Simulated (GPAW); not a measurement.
# NiO (Fm-3m) in GPAW: a series of runs, part 2 of 2

GPAW 26.7.0.

## 4. Equation of state, BLYP+D3, collinear spin, ferromagnetic start

File run.py:

```python
import spglib
from ase import Atoms
from ase.calculators.mixing import SumCalculator
from ase.eos import EquationOfState
from ase.io import Trajectory, read
from ase.units import GPa
from dftd3.ase import DFTD3
from gpaw import GPAW, PW, setup_paths

setup_paths.insert(0, '.')

atoms = read('NiO.cif')
cell, positions, numbers = spglib.find_primitive(
    (atoms.cell[:], atoms.get_scaled_positions(), atoms.numbers), symprec=1e-4)
atoms = Atoms(numbers, cell=cell, scaled_positions=positions, pbc=True)
atoms.set_initial_magnetic_moments([1.0, 0.0])

traj = Trajectory('eos.traj', 'w')
volumes, energies = [], []
for x in [0.94, 0.96, 0.98, 1.0, 1.02, 1.04, 1.06]:
    a = atoms.copy()
    a.set_cell(atoms.cell * x**(1 / 3), scale_atoms=True)
    calc = GPAW(mode=PW(800),
                xc='BLYP',
                kpts={'size': (8, 8, 8), 'gamma': True},
                occupations={'name': 'fermi-dirac', 'width': 0.05},
                nbands=22,
                convergence={'density': 1e-05, 'energy': 1e-05},
                eigensolver='davidson',
                maxiter=150,
                txt=f'eos-{x:.2f}.txt')
    a.calc = SumCalculator([calc, DFTD3(method='blyp', damping='d3zero')])
    energies.append(a.get_potential_energy())
    volumes.append(a.get_volume())
    p = -a.get_stress()[:3].mean() / GPa
    calc.write(f'eos-{x:.2f}.gpw')
    traj.write(a)
    print(f'{x:.2f} {volumes[-1]:10.4f} A^3 {energies[-1]:14.6f} eV {p:9.3f} GPa', flush=True)

v0, e0, B = EquationOfState(volumes, energies, eos='birchmurnaghan').fit()
print(f'V0 = {v0:.4f} A^3, E0 = {e0:.6f} eV, B0 = {B / GPa:.2f} GPa')
```

File NiO.cif:

```cif
data_NiO
_cell_length_a 4.17180328
_cell_length_b 4.17180328
_cell_length_c 4.17180328
_cell_angle_alpha 90.00000000
_cell_angle_beta 90.00000000
_cell_angle_gamma 90.00000000
_space_group_name_H-M_alt 'Fm-3m'
_space_group_name_Hall '-F 4 2 3'
_space_group_IT_number 225
loop_
_space_group_symop_operation_xyz
'x,y,z'
'-x,-y,-z'
'-y,x,z'
'y,-x,-z'
'-x,-y,z'
'x,y,-z'
'y,-x,z'
'-y,x,-z'
'x,-y,-z'
'-x,y,z'
'-y,-x,-z'
'y,x,z'
'-x,y,-z'
'x,-y,z'
'y,x,-z'
'-y,-x,z'
'z,x,y'
'-z,-x,-y'
'z,-y,x'
'-z,y,-x'
'z,-x,-y'
'-z,x,y'
'z,y,-x'
'-z,-y,x'
'-z,x,-y'
'z,-x,y'
'-z,-y,-x'
'z,y,x'
'-z,-x,y'
'z,x,-y'
'-z,y,x'
'z,-y,-x'
'y,z,x'
'-y,-z,-x'
'x,z,-y'
'-x,-z,y'
'-y,z,-x'
'y,-z,x'
'-x,z,y'
'x,-z,-y'
'-y,-z,x'
'y,z,-x'
'-x,-z,-y'
'x,z,y'
'y,-z,-x'
'-y,z,x'
'x,-z,y'
'-x,z,-y'
'x,y+1/2,z+1/2'
'-x,-y+1/2,-z+1/2'
'-y,x+1/2,z+1/2'
'y,-x+1/2,-z+1/2'
[... 63 lines left out ...]
'-z+1/2,y,-x+1/2'
'z+1/2,-x,-y+1/2'
'-z+1/2,x,y+1/2'
'z+1/2,y,-x+1/2'
'-z+1/2,-y,x+1/2'
'-z+1/2,x,-y+1/2'
'z+1/2,-x,y+1/2'
'-z+1/2,-y,-x+1/2'
'z+1/2,y,x+1/2'
'-z+1/2,-x,y+1/2'
'z+1/2,x,-y+1/2'
'-z+1/2,y,x+1/2'
'z+1/2,-y,-x+1/2'
'y+1/2,z,x+1/2'
'-y+1/2,-z,-x+1/2'
'x+1/2,z,-y+1/2'
'-x+1/2,-z,y+1/2'
'-y+1/2,z,-x+1/2'
'y+1/2,-z,x+1/2'
'-x+1/2,z,y+1/2'
'x+1/2,-z,-y+1/2'
'-y+1/2,-z,x+1/2'
'y+1/2,z,-x+1/2'
'-x+1/2,-z,-y+1/2'
'x+1/2,z,y+1/2'
'y+1/2,-z,-x+1/2'
'-y+1/2,z,x+1/2'
'x+1/2,-z,y+1/2'
'-x+1/2,z,-y+1/2'
'x+1/2,y+1/2,z'
'-x+1/2,-y+1/2,-z'
'-y+1/2,x+1/2,z'
'y+1/2,-x+1/2,-z'
'-x+1/2,-y+1/2,z'
'x+1/2,y+1/2,-z'
'y+1/2,-x+1/2,z'
'-y+1/2,x+1/2,-z'
'x+1/2,-y+1/2,-z'
'-x+1/2,y+1/2,z'
'-y+1/2,-x+1/2,-z'
'y+1/2,x+1/2,z'
'-x+1/2,y+1/2,-z'
'x+1/2,-y+1/2,z'
'y+1/2,x+1/2,-z'
'-y+1/2,-x+1/2,z'
'z+1/2,x+1/2,y'
'-z+1/2,-x+1/2,-y'
'z+1/2,-y+1/2,x'
'-z+1/2,y+1/2,-x'
'z+1/2,-x+1/2,-y'
'-z+1/2,x+1/2,y'
'z+1/2,y+1/2,-x'
'-z+1/2,-y+1/2,x'
'-z+1/2,x+1/2,-y'
'z+1/2,-x+1/2,y'
'-z+1/2,-y+1/2,-x'
'z+1/2,y+1/2,x'
'-z+1/2,-x+1/2,y'
'z+1/2,x+1/2,-y'
'-z+1/2,y+1/2,x'
'z+1/2,-y+1/2,-x'
'y+1/2,z+1/2,x'
'-y+1/2,-z+1/2,-x'
'x+1/2,z+1/2,-y'
'-x+1/2,-z+1/2,y'
'-y+1/2,z+1/2,-x'
'y+1/2,-z+1/2,x'
'-x+1/2,z+1/2,y'
'x+1/2,-z+1/2,-y'
'-y+1/2,-z+1/2,x'
'y+1/2,z+1/2,-x'
'-x+1/2,-z+1/2,-y'
'x+1/2,z+1/2,y'
'y+1/2,-z+1/2,-x'
'-y+1/2,z+1/2,x'
'x+1/2,-z+1/2,y'
'-x+1/2,z+1/2,-y'
loop_
_atom_site_label
_atom_site_type_symbol
_atom_site_symmetry_multiplicity
_atom_site_Wyckoff_symbol
_atom_site_fract_x
_atom_site_fract_y
_atom_site_fract_z
_atom_site_occupancy
Ni1 Ni 4 a 0.0000000000 0.0000000000 0.0000000000 1
O1 O 4 b 0.5000000000 0.0000000000 0.0000000000 1
```

Potentials or basis: PAW data sets generated in the run's folder for this functional, pw.

On the command line:

```bash
> gpaw-setup -f BLYP Ni O
> OMP_NUM_THREADS=1 python run.py
```

Log:

```text
__  _  _
 | _ |_)|_||  |
 |__||  | ||/\| - 26.7.0

Input parameters:
  mode=PW(ecut=800.0),
  convergence={'density': 1e-05, 'energy': 1e-05},
  eigensolver=Davidson(niter=2),
  kpts=MonkhorstPack(size=(8, 8, 8), gamma=True),
  maxiter=150,
  nbands=22,
  occupations=Occupations(name='fermi-dirac', width=0.05),
  xc=XC(name='BLYP')

Diagonalizing LCAO Hamiltonian
Converting LCAO to pw mode

              O

       Ni

Atoms  # Å, Bohr magnetons
|   | symbol |        x |        y |        z |    initial magnetic moments |
|---|--------|----------|----------|----------|-----------------------------|
| 0 |     Ni | 0.000000 | 0.000000 | 0.000000 | ( 0.0000,  0.0000,  1.0000) |
| 1 |      O | 2.043320 | 2.043320 | 2.043320 | ( 0.0000,  0.0000,  0.0000) |

Unit cell  # Å
| periodic |        x |        y |        z |  lengths |    angles |
|----------|----------|----------|----------|----------|-----------|
|      yes | 0.000000 | 2.043320 | 2.043320 | 2.889691 | 60.000000 |
|      yes | 2.043320 | 0.000000 | 2.043320 | 2.889691 | 60.000000 |
|      yes | 2.043320 | 2.043320 | 0.000000 | 2.889691 | 60.000000 |

Number of symmetries: 48
Symmetry operations  # r_c * U_cc + t_c -> r_c
|    | kind |            matrix            |
|----|------|------------------------------|
|  0 |  σ   |  1, 0, 0,  1, 0,-1,  1,-1, 0 |
|  1 |  C2  |  1, 0, 0,  1,-1, 0,  1, 0,-1 |
|  2 |  E   |  1, 0, 0,  0, 1, 0,  0, 0, 1 |
|  3 |  σ   |  1, 0, 0,  0, 0, 1,  0, 1, 0 |
|  4 |  C4  |  1, 0,-1,  1, 0, 0,  1,-1, 0 |
|  5 |  S6  |  1, 0,-1,  1,-1, 0,  1, 0, 0 |
|  6 |  σ   |  1, 0,-1,  0, 1,-1,  0, 0,-1 |
|  7 |  C3  |  1, 0,-1,  0, 0,-1,  0, 1,-1 |
|  8 |  S6  |  1,-1, 0,  1, 0, 0,  1, 0,-1 |
|  9 |  C4  |  1,-1, 0,  1, 0,-1,  1, 0, 0 |
| 10 |  C3  |  1,-1, 0,  0,-1, 1,  0,-1, 0 |
| 11 |  σ   |  1,-1, 0,  0,-1, 0,  0,-1, 1 |
| 12 |  σ   |  0, 1, 0,  1, 0, 0,  0, 0, 1 |
| 13 |  C4  |  0, 1, 0,  0, 1,-1, -1, 1, 0 |
| 14 |  C3  |  0, 1, 0,  0, 0, 1,  1, 0, 0 |
| 15 |  S6  |  0, 1, 0, -1, 1, 0,  0, 1,-1 |
| 16 |  C2  |  0, 1,-1,  1, 0,-1,  0, 0,-1 |
| 17 |  σ   |  0, 1,-1,  0, 1, 0, -1, 1, 0 |
| 18 |  S4  |  0, 1,-1,  0, 0,-1,  1, 0,-1 |
| 19 |  C4  |  0, 1,-1, -1, 1, 0,  0, 1, 0 |
| 20 |  C3  |  0, 0, 1,  1, 0, 0,  0, 1, 0 |
[... 136 lines left out ...]
  SVD Regularization: 0.005
  Good broyden scale: 1.0
  Trust region scale: 1.0
  Backstep threshold: 4.0
  History deletion threshold: 6.0
  Fourier metric: weight=20.0, sigma=0.015

occupation numbers:
  Fermi-Dirac:
    width: 0.0500  # eV

poisson solver:
  ecut: 6400.0  # eV

xc functional:
  name: BLYP with 2 nearest neighbor stencil

convergence criteria:
- Maximum integral of absolute [dens]ity change: 1e-05 electrons / valence electron
- Maximum [total energy] change in last 3 cyles: 1e-05 eV / valence electron
- Maximum integral of absolute [eigenst]ate change: 4e-08 eV^2 / valence electron
maximum number of iterations: 150

SCF iterations
|iter     | |      energy | eigst |  dens |  magmom |
|---------|-|-------------|-------|-------|---------|
|iter:   1| |  -12.613720 | +0.18 |       |  +1.0004|
|iter:   2| |  -12.481025 | -1.07 | -1.08 |  +0.9907|
|iter:   3| |  -12.124784 | -1.95 | -1.12 |  +0.8531|
|iter:   4| |  -12.166365 | -2.78 | -1.69 |  +0.8228|
|iter:   5| |  -12.125505 | -3.61 | -1.73 |  +0.8119|
|iter:   6| |  -12.132516 | -4.08 | -2.15 |  +0.8016|
|iter:   7| |  -12.133338 | -5.36 | -2.60 |  +0.8244|
|iter:   8| |  -12.075179 | -2.34 | -2.58 |  +2.1702|
|iter:   9| |  -12.139001 | -2.55 | -1.73 |  +0.9506|
|iter:  10| |  -12.137740 | -3.62 | -2.63 |  +1.3629|
|iter:  11| |  -12.142500 | -4.04 | -2.53 |  +1.1330|
|iter:  12| |  -12.142521 | -5.44 | -3.14 |  +1.1326|
|iter:  13| |  -12.142732 | -5.48 | -3.44 |  +1.1724|
|iter:  14| |  -12.142713c| -7.07 | -3.93 |  +1.1630|
|iter:  15| |  -12.142723c| -7.68c| -4.32 |  +1.1665|
|iter:  16| |  -12.142721c| -9.07c| -4.90 |  +1.1658|
|iter:  17| |  -12.142722c| -9.61c| -5.48c|  +1.1661|

Converged in 17 steps
Energy contributions relative to reference atoms: (reference = -43420.516240)

Energy contributions:
  Kinetic:          35.244761
  Coulomb:         -29.486448
  Zero:              0.158006
  External:          0.000000
  Xc:              -18.053183
  Entropy:          -0.011715
  Spinorbit:         0.000000
  ----------------------------
  Free energy:     -12.148579
  Extrapolated:    -12.142722

dipole moment: (-8.198476, -8.198476, -8.198476)  # |e|*Ang

Total magnetic moment: (0.000000, 0.000000, 1.166074)

Local magnetic moments
|        x |        y |        z |
|----------|----------|----------|
| 0.000000 | 0.000000 | 0.996657 |  # Ni   0
| 0.000000 | 0.000000 | 0.125240 |  # O    1

Fermi level: 9.602
Eigenvalues  # (at kpt = [0.000, 0.000, 0.000])
| band index |      eig [eV] | occ [0-1] |      eig [eV] | occ [0-1] |
|------------|---------------|-----------|---------------|-----------|
|          0 |       -54.846 |     1.000 |       -53.640 |     1.000 |
|        ... |               |           |               |           |
|          4 |         5.932 |     1.000 |         6.225 |     1.000 |
|          5 |         5.932 |     1.000 |         6.225 |     1.000 |
|          6 |         5.932 |     1.000 |         6.225 |     1.000 |
|          7 |         6.781 |     1.000 |         7.414 |     1.000 |
|          8 |         6.781 |     1.000 |         7.414 |     1.000 |
|          9 |         6.875 |     1.000 |         7.414 |     1.000 |
[... 8 lines left out ...]
|         18 |        32.501 |     0.000 |        32.795 |     0.000 |
|         19 |        32.501 |     0.000 |        32.795 |     0.000 |
|        ... |               |           |               |           |
|         21 |        36.146 |     0.000 |        36.614 |     0.000 |

No gap
No difference between direct/indirect transitions

Stress tensor  # eV/Ang^3
|         x |         y |         z |
|-----------|-----------|-----------|
| -0.179040 |  0.000000 |  0.000000 |
|  0.000000 | -0.179040 | -0.000000 |
|  0.000000 | -0.000000 | -0.179040 |

# Writing to eos-0.94.gpw (mode='')
```

Wall time 2.6 min (1 thread of Intel Xeon 6975P-C (Granite Rapids), shared host); peak memory 0.25 GiB.

Results:

| Item | Value |
| --- | --- |
| Equilibrium volume | 9.54 Å³/atom (rough: see the caveat) |
| Bulk modulus | 262 GPa (rough) |

Energy against volume, from the lowest point:
```
volume (Å³/atom)  energy (meV/atom)
           8.531              78.98
           8.713              55.35
           8.894              34.02
           9.076              17.52
           9.257               6.77
           9.439               1.16
           9.620               0.00
```

Caveat: the fit is doubtful: noisy points or a state that changes with volume.

## 5. Equation of state, RPBE+D4, collinear spin, ferromagnetic start

Edit run.py of step 4 so:

```diff
@@ -6,6 +6,4 @@
 from ase.units import GPa
-from dftd3.ase import DFTD3
-from gpaw import GPAW, PW, setup_paths
-
-setup_paths.insert(0, '.')
+from dftd4.ase import DFTD4
+from gpaw import GPAW, PW
 
@@ -23,3 +21,3 @@
     calc = GPAW(mode=PW(800),
-                xc='BLYP',
+                xc='RPBE',
                 kpts={'size': (8, 8, 8), 'gamma': True},
@@ -28,6 +26,5 @@
                 convergence={'density': 1e-05, 'energy': 1e-05},
-                eigensolver='davidson',
                 maxiter=150,
                 txt=f'eos-{x:.2f}.txt')
-    a.calc = SumCalculator([calc, DFTD3(method='blyp', damping='d3zero')])
+    a.calc = SumCalculator([calc, DFTD4(method='rpbe')])
     energies.append(a.get_potential_energy())
```

NiO.cif is that of step 4.

Potentials or basis: the program's PAW data sets (release 1.2.1) made for this functional, pw.

On the command line:

```bash
> OMP_NUM_THREADS=1 python run.py
```

It took 3 min on 1 thread of Intel Xeon 6975P-C (Granite Rapids), shared host; peak memory 0.25 GiB.

It converged, with:

| Property | Result |
| --- | --- |
| Equilibrium volume | 9.21 Å³/atom (rough: see the caveat) |
| Bulk modulus | 440 GPa (rough) |

Energy against volume, from the lowest point:
```csv
volume (Å³/atom),energy (meV/atom)
8.531,64.23
8.713,38.59
8.894,19.82
9.076,7.33
9.257,0.00
9.439,17.03
9.620,28.37
```

Caveat: the energies scatter about the fit; the fit is doubtful: noisy points or a state that changes with volume; the points scatter about the fit.

## 6. Against experiment

Step 3. Against the measured gap of NiO, 4.3 eV (quoted in “Local correlations, non-local screening, multiplets, and band formation in NiO”, 2012, arxiv:1210.6675), the calculated 0.00 eV is off by -4.30 eV. So large a miss can be the level of theory's own, or it may mean another phase, state or a wrong row. The value is that of PBE, without temperature or zero-point motion. Semilocal functionals fall short of measured gaps as a rule. The run's magnetic order (collinear spin, ferromagnetic start) needn't be the measured crystal's.
